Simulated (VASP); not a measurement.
# GaP (R-3m) in VASP: notebook

Runs on GaP. Level: PBE. Tasks: single point.

All numbers are computed with VASP 6.6.1; they aren't measurements. Logs are shortened: lines on timing, memory, paths and dates and some standing lists are left out, and cuts for length are marked.

**1. The crystal as given**

Symmetry: R-3m, No. 166, trigonal system. The conventional cell has a = 3.886 Å, b = 3.886 Å, c = 19.292 Å, α = 90.00°, β = 90.00°, γ = 120.00°. Around Ga (site symmetry 3m) lie 3 P at 2.40 Å and 1 Ga at 2.49 Å. Around P (site symmetry 3m) lie 1 P at 2.21 Å and 3 Ga at 2.40 Å.

Measurements of this composition are mostly on another form, of space group No. 216.

**2. Single point, PBE**

File INCAR:

```
SYSTEM = GaP
ADDGRID = .FALSE. ; ALGO = Normal
EDIFF = 1E-6 ; ENCUT = 700
GGA = PE ; ISIF = 2
ISMEAR = 0 ; LASPH = .TRUE.
LCHARG = .FALSE. ; LREAL = .FALSE.
LWAVE = .FALSE. ; NELM = 100
PREC = Accurate ; SIGMA = 0.05
```

File KPOINTS:

```
k-points
0
G
  3 3 3
  0 0 0
```

File POSCAR:

```
GaP
1.0
    1.9430151755      1.1218003346      6.4308101003
   -1.9430151755      1.1218003346      6.4308101003
    0.0000000000     -2.2436006692      6.4308101003
Ga P
2 2
Direct
    0.5646280000      0.5646280000      0.5646280000
    0.4353720000      0.4353720000      0.4353720000
    0.9426110000      0.9426110000      0.9426110000
    0.0573890000      0.0573890000      0.0573890000
```

Potentials or basis: VASP PAW PBE potentials, release 64 (Ga_d, P).

The run is started by

```console
$ cat potpaw_PBE.64/Ga_d/POTCAR potpaw_PBE.64/P/POTCAR > POTCAR
$ mpirun -np 1 vasp_std > vasp.out
```

OUTCAR:

```text
SYSTEM = GaP
   EDIFF = 1E-6
   ENCUT = 700
   GGA = PE
   ISIF = 2
   ISMEAR = 0
   LASPH = .TRUE.
   LREAL = .FALSE.
   NELM = 100
   PREC = Accurate

 Found      6 irreducible k-points:

 Following reciprocal coordinates:
            Coordinates               Weight
  0.000000  0.000000  0.000000      1.000000
  0.333333 -0.000000 -0.000000      6.000000
  0.333333  0.333333 -0.000000      6.000000
 -0.333333  0.333333  0.000000      6.000000
  0.333333  0.333333  0.333333      2.000000
 -0.333333  0.333333  0.333333      6.000000
   k-points           NKPTS =      6   k-points in BZ     NKDIM =      6   number of bands    NBANDS=     22
   number of dos      NEDOS =    301   number of ions     NIONS =      4
   total plane-waves  NPLWV = 216000
   dimension x,y,z NGX =    60 NGY =   60 NGZ =   60
   dimension x,y,z NGXF=   120 NGYF=  120 NGZF=  120
   ions per type =               2   2
   NGX,Y,Z   is equivalent  to a cutoff of  14.65, 14.65, 14.65 a.u.
   NGXF,Y,Z  is equivalent  to a cutoff of  29.29, 29.29, 29.29 a.u.
 SYSTEM =  GaP
   PREC   = accura    normal or accurate (medium, high low for compatibility)
   ISTART =      0    job   : 0-new  1-cont  2-samecut
   ICHARG =      2    charge: 1-file 2-atom 10-const
   ISPIN  =      1    spin polarized calculation?
   LNONCOLLINEAR =      F non collinear calculations
   LSORBIT =      F    spin-orbit coupling
   LASPH  =      T    aspherical Exc in radial PAW
   ENCUT  =  700.0 eV  51.45 Ry    7.17 a.u.  14.69 14.69 14.69*2*pi/ulx,y,z
   NELM   =    100;   NELMIN=  2; NELMDL= -5     # of ELM steps
   EDIFF  = 0.1E-05   stopping-criterion for ELM
[... 18 lines left out ...]
     AMIX     =   0.40;   BMIX     =  1.00
     AMIX_MAG =   1.60;   BMIX_MAG =  1.00
  volume/ion in A,a.u.               =      21.03       141.89
  Fermi-wavevector in a.u.,A,eV,Ry     =   1.233785  2.331515 20.711129  1.522225
  Thomas-Fermi vector in A             =   2.368501
   LORBIT       =      0    0 simple, 1 ext, 2 COOP (PROOUT), +10 PAW based schemes
   GGA     = PE    functional components
[... 5 lines left out ...]
 non-spin polarized calculation
 Gauss-broadening in eV      SIGMA  =   0.05
  energy-cutoff  :      700.00
  volume of cell :       84.10
 maximum number of plane-waves:      3579
   NGX = 29   NGY = 29   NGZ = 29

 number of electron      36.0000000 magnetization

 Free energy of the ion-electron system (eV)
  ---------------------------------------------------
  ext. energy  EPLUGINS =         0.00000000
  ---------------------------------------------------
  free energy    TOTEN  =       -17.25735200 eV

  energy without entropy =      -17.25735200  energy(sigma->0) =      -17.25735200

 E-fermi :   4.9161     XC(G=0):  -9.6356

 val. band max:        4.6812368365   @ k =   0.0000   0.0000   0.0000
 cond. band min:       5.7683589932   @ k =   0.3333   0.3333   0.3333
 fundamental gap:      1.0871221567
 Fermi energy:         4.9160501425

 k-point     1 :       0.0000    0.0000    0.0000
  band No.  band energies     occupation
      1     -10.1621      2.00000
      2     -10.0308      2.00000
      3     -10.0308      2.00000
      4     -10.0112      2.00000
      5     -10.0112      2.00000
      6      -9.9634      2.00000
      7      -9.9634      2.00000
      8      -9.8485      2.00000
      9      -9.8485      2.00000
     10      -9.8382      2.00000
     11      -8.4283      2.00000
     12      -5.7457      2.00000
     13      -2.4838      2.00000
     14       2.8955      2.00000
     15       2.8955      2.00000
     16       4.4142      2.00000
     17       4.6812      2.00000
     18       4.6812      2.00000
     19       5.7872      0.00000
     20       6.1659      0.00000
     21       7.3998      0.00000
     22       8.3067      0.00000

 k-point     2 :       0.3333   -0.0000   -0.0000
  band No.  band energies     occupation
      1     -10.1464      2.00000
      2     -10.1082      2.00000
      3     -10.0479      2.00000
      4     -10.0263      2.00000
      5      -9.9792      2.00000
      6      -9.9788      2.00000
      7      -9.9390      2.00000
      8      -9.8668      2.00000
      9      -9.8527      2.00000
     10      -9.7823      2.00000
     11      -7.4937      2.00000
     12      -4.8448      2.00000
     13      -2.2722      2.00000
     14       0.1242      2.00000
     15       0.2969      2.00000
     16       2.0673      2.00000
     17       2.7921      2.00000
     18       3.2531      2.00000
     19       6.5372      0.00000
     20       7.3173      0.00000
     21       7.9732      0.00000
     22       9.4638      0.00000

 k-point     3 :       0.3333    0.3333   -0.0000
  band No.  band energies     occupation
      1     -10.1464      2.00000
      2     -10.0871      2.00000
      3     -10.0640      2.00000
      4     -10.0303      2.00000
      5      -9.9789      2.00000
      6      -9.9779      2.00000
      7      -9.9392      2.00000
      8      -9.8767      2.00000
      9      -9.8491      2.00000
     10      -9.7825      2.00000
     11      -7.4499      2.00000
     12      -4.9670      2.00000
     13      -2.0565      2.00000
     14      -0.5937      2.00000
     15       0.7490      2.00000
     16       1.8539      2.00000
     17       3.6907      2.00000
     18       3.8021      2.00000
     19       6.0327      0.00000
     20       6.4223      0.00000
     21       7.8247      0.00000
     22       8.7263      0.00000

 k-point     4 :      -0.3333    0.3333    0.0000
  band No.  band energies     occupation
      1     -10.1263      2.00000
      2     -10.1247      2.00000
      3     -10.0715      2.00000
      4     -10.0122      2.00000
      5     -10.0102      2.00000
      6      -9.9477      2.00000
      7      -9.9475      2.00000
      8      -9.8680      2.00000
      9      -9.8606      2.00000
     10      -9.7658      2.00000
     11      -6.8231      2.00000
     12      -3.9579      2.00000
     13      -2.5561      2.00000
     14      -1.4758      2.00000
     15       0.3861      2.00000
     16       0.9054      2.00000
     17       0.9858      2.00000
     18       3.4557      2.00000
     19       6.4110      0.00000
     20       8.0298      0.00000
     21       8.4515      0.00000
     22      10.3553      0.00000

 k-point     5 :       0.3333    0.3333    0.3333
  band No.  band energies     occupation
      1     -10.1609      2.00000
      2     -10.0293      2.00000
      3     -10.0293      2.00000
      4     -10.0131      2.00000
      5     -10.0131      2.00000
      6      -9.9641      2.00000
      7      -9.9641      2.00000
      8      -9.8473      2.00000
      9      -9.8473      2.00000
     10      -9.8464      2.00000
     11      -8.2630      2.00000
     12      -6.3025      2.00000
     13      -1.1817      2.00000
     14       1.9127      2.00000
     15       2.9625      2.00000
     16       2.9625      2.00000
     17       4.4892      2.00000
     18       4.4892      2.00000
     19       5.7684      0.00000
     20       7.0353      0.00000
     21       8.4559      0.00000
     22       8.4559      0.00000

 k-point     6 :      -0.3333    0.3333    0.3333
  band No.  band energies     occupation
      1     -10.1416      2.00000
      2     -10.1012      2.00000
      3     -10.0542      2.00000
      4     -10.0280      2.00000
      5      -9.9798      2.00000
      6      -9.9793      2.00000
      7      -9.9393      2.00000
      8      -9.8763      2.00000
      9      -9.8502      2.00000
     10      -9.7826      2.00000
     11      -7.3666      2.00000
     12      -5.2947      2.00000
     13      -1.4667      2.00000
     14      -0.5544      2.00000
     15       0.7230      2.00000
     16       1.9501      2.00000
     17       2.9325      2.00000
     18       3.4737      2.00000
     19       5.8675      0.00000
     20       6.9062      0.00000
     21       7.7963      0.00000
     22       9.1178      0.00000

------------------------ aborting loop because EDIFF is reached ----------------------------------------

  FORCE on cell =-STRESS in cart. coord.  units (eV):
  Direction    XX          YY          ZZ          XY          YZ          ZX
  --------------------------------------------------------------------------------------
  -------------------------------------------------------------------------------------
  Total        0.8498852      0.8498852     -0.6314101      0.0000000      0.0000000     -0.0000000
  in kB       16.1905715     16.1905715    -12.0285536      0.0000000      0.0000000     -0.0000000
  external PRESSURE =       6.7841965 kB  Pullay stress =       0.0000000 kB

 VOLUME and BASIS-vectors are now :
 -----------------------------------------------------------------------------
  energy-cutoff  :      700.00
  volume of cell :       84.10
      direct lattice vectors                 reciprocal lattice vectors
     1.943015176  1.121800335  6.430810100     0.257332010  0.148570705  0.051833801
    -1.943015176  1.121800335  6.430810100    -0.257332010  0.148570705  0.051833801
     0.000000000 -2.243600669  6.430810100     0.000000000 -0.297141410  0.051833801

 POSITION                                       TOTAL-FORCE (eV/Angst)
 -----------------------------------------------------------------------------------
      0.00000      0.00000     10.89305         0.000000      0.000000     -0.031053
      0.00000      0.00000      8.39938         0.000000     -0.000000      0.031053
      0.00000      0.00000     18.18526         0.000000      0.000000      0.083144
      0.00000      0.00000      1.10717         0.000000      0.000000     -0.083144
 -----------------------------------------------------------------------------------
    total drift:                               -0.000000     -0.000000      0.000000

  FREE ENERGIE OF THE ION-ELECTRON SYSTEM (eV)
  ---------------------------------------------------
  free  energy   TOTEN  =       -17.2573519979 eV

  energy  without entropy=      -17.2573519979  energy(sigma->0) =      -17.25735200
```

Run time: 42 s. Hardware: 1 thread of Intel Xeon Platinum 8488C (Sapphire Rapids), shared host; peak memory 0.43 GiB.

The run converged, but some of its settings lie outside the range that counts as converged, so its numbers aren't taken as properties of the crystal.

Results:

```yaml
Free_energy: -17.2574 eV
Pressure: 0.7 GPa
Largest_force: 0.083 eV/Å
Band_gap_on_the_k_mesh: 1.09 eV, indirect (least direct gap 1.11 eV)
```

Caveat: the k mesh is coarse (spacing up to 0.63 Å⁻¹), so the values aren't converged; an odd mesh through Γ misses points on the zone boundary, where band edges often lie.

**3. Single point, PBE**

INCAR, as its differences from that of step 2:

```diff
@@ -2,3 +2,3 @@
 ADDGRID = .FALSE. ; ALGO = Normal
-EDIFF = 1E-6 ; ENCUT = 700
+EDIFF = 1E-6 ; ENCUT = 400
 GGA = PE ; ISIF = 2
```

File KPOINTS:

```
k-points
0
G
  4 4 4
  0 0 0
```

POSCAR is that of step 2.

Potentials or basis: VASP PAW PBE potentials, release 64 (Ga_d, P).

The run is started by

```console
$ cat potpaw_PBE.64/Ga_d/POTCAR potpaw_PBE.64/P/POTCAR > POTCAR
$ mpirun -np 1 vasp_std > vasp.out
```

It took 36 s on 1 thread of Intel Xeon Platinum 8488C (Sapphire Rapids), shared host; peak memory 0.3 GiB.

These settings aren't checked as converged: the numbers below hold their error.

Results:

- Free energy: -17.5963 eV
- Pressure: 0.0 GPa
- Largest force: 0.045 eV/Å
- Band gap on the k mesh: 0.83 eV, indirect (least direct gap 1.12 eV)

Caveat: the k mesh is coarse (spacing up to 0.47 Å⁻¹), so the values aren't converged.

**4. The reference run**

An earlier run on the cell as given: functional PBE; potentials or basis VASP PAW PBE potentials, release 64 (Ga_d, P); cutoff 520 eV; k mesh 8 × 8 × 8; occupations fermi-dirac, width 0.05 eV; no spin polarisation.

- Pressure: 0.0 GPa
- Largest force: 0.054 eV/Å
- Band gap on the k mesh: 0.84 eV, indirect (least direct gap 1.13 eV)
